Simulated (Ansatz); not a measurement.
SiO2 in the fluorite structure, relaxed with r2SCAN in Ansatz. Space group Fm-3m (No. 225), cubic; conventional cell a = 4.528 Å, 7.74 Å³ an atom. Si is surrounded by 8 O at 1.96 Å; O is surrounded by 4 Si at 1.96 Å.

The axes x, y and z are those of this cell:
```yaml
crystal:
  lattice:
    - [0.00000, 2.26417, 2.26417]
    - [2.26417, 0.00000, 2.26417]
    - [2.26417, 2.26417, 0.00000]
  atoms:
    - { symbol: Si, position: [0.00000, 0.00000, 0.00000] }
    - { symbol: O, position: [0.25000, 0.25000, 0.25000] }
    - { symbol: O, position: [0.75000, 0.75000, 0.75000] }
```

Unstrained: With PBE the gap is 2.085 eV and direct, at X. r2SCAN gives a direct gap of 2.712 eV at X. HSE06 gives a direct gap of 3.595 eV at X. Meshes: PBE 10×10×10, r2SCAN 10×10×10, HSE06 6×6×6. Strains are changes of length per length. After each strain the atoms were relaxed again with r2SCAN within the symmetry that the strain leaves, so tilts or polar shifts that break it weren't tested; points keep the names that they have in the unstrained zone. The cell comes from a prototype generator: it can be a known phase or a hypothetical one. Spin polarisation is off.

(1) One strain changed the r2SCAN stress by xx +22.48, yy +22.48, zz +22.48 GPa (compression positive) and the gap by +0.060 eV (PBE), +0.082 eV (r2SCAN), +0.095 eV (HSE06). Which kind of strain was it, and roughly how large?

(2) One strain changed the r2SCAN stress by xx -24.21, yy -24.21, zz +3.99 GPa (compression positive) and the gap by -0.867 eV (PBE), -0.856 eV (r2SCAN), -0.905 eV (HSE06). Which kind of strain was it, and roughly how large?

## Answers

(1) Isotropic -2.11 % on every length. The pattern of the stress gives the kind; the size needs the stiffness, so it is an estimate.

(2) Biaxial +2.81 % in x and y, z held. The pattern of the stress gives the kind; the size needs the stiffness, so it is an estimate.

The meshes of the hybrids are coarse, so their gaps aren't converged to the digits shown.
